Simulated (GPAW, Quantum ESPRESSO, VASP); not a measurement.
**How far PBE, LDA, PBEsol miss the measured band gap**

Computed band gap (eV) beside measured values. Gaps hold for the cell as given (a database cell, not always the measured one). They are the smaller of the mesh's gap and, where one was run, the band path's. Brackets give the space group and the cell's volume in Å³ per atom. Spin polarisation and spin-orbit coupling are off unless named.

- PBE: VASP (PAW files made for PBE); cutoffs 500 to 900 eV; k meshes of 125 to 512 points
- LDA: VASP (PAW files made for LDA) for ZnO, SnO2, GaP, HfO2; GPAW (the program's PAW data sets (release 1.2.1) made for this functional) for Bi2Te3, Al2O3; cutoffs 520 to 600 eV; k meshes of 125 to 512 points
- PBEsol: VASP (PAW files made for PBE) for ZnO, SnO2, GaP; GPAW (PAW data sets generated for this functional) for Bi2Te3, Al2O3; Quantum ESPRESSO (GBRV 1.5 PBEsol) for HfO2; cutoffs 520 to 612 eV; k meshes of 125 to 512 points

| crystal | measured | T (K) | source | PBE | LDA | PBEsol |
| --- | --- | --- | --- | --- | --- | --- |
| Bi2Te3 (R-3m, 5 atoms; 33.87) | 0.17 | - | [1] | 0.28 | 0.19 | 0.21 |
| ZnO (P6_3mc, 4 atoms; 11.90) | 3.38 | - | [2] | 0.79 | 0.74 | 0.68 |
| SnO2 (P4_2/mnm, 6 atoms; 11.92) | 3.6 | - | [3] | 1.26 | 1.17 | 1.18 |
| GaP (F-43m; 20.24) | 2.34 | 10 | [4] | 1.59 | 1.44 | 1.47 |
| HfO2 (P2_1/c, 12 atoms; 11.53) | 5.89 | - | [5] | 4.11 | 3.92 | 4.06 |
| Al2O3 (R-3c, 10 atoms; 8.50) | 8.7 | - | [6] | 6.22 | 6.17 | 6.10 |
| mean error (eV) |  |  |  | -1.64 | -1.74 | -1.73 |
| mean absolute error (eV) |  |  |  | 1.68 | 1.75 | 1.74 |

Measured values as reported or quoted in: [1] arxiv:2412.10539. [2] pmc:10652265, doi:10.1021/acsomega.3c06556. [3] pmc:6679235, doi:10.3390/ma12142315. [4] arxiv:1810.01194. [5] arxiv:2311.06939. [6] pmc:5906618, doi:10.1038/s41467-018-03885-7. A dash under T means that the source gives none. Most values rest on one paper, and a large miss can be the paper's sample or method. Measured gaps of wide-gap crystals can be optical edges, which lie under the fundamental gap.

Mean absolute errors: PBE 1.68, PBEsol 1.74, LDA 1.75 eV; mean signed errors: PBE -1.64, LDA -1.74, PBEsol -1.73 eV. The worst miss is PBEsol on ZnO (-2.70 eV). PBE, PBEsol: semilocal functionals lack the derivative discontinuity, so their gaps mostly come out too small (the value errs the other way in Bi2Te3). LDA: LDA and GGA levels lack the derivative discontinuity and hold self-interaction, so their gaps mostly come out too small (the value errs the other way in Bi2Te3). The runs are for a static lattice, while the measurements hold temperature and zero-point motion. No column holds spin-orbit coupling, which bears on the band edges of Bi2Te3, HfO2. LDA stands for any of its common fits to the electron gas. Columns can differ in programs, potentials, cutoffs, meshes, task and smearing within a row, which adds scatter of its own.
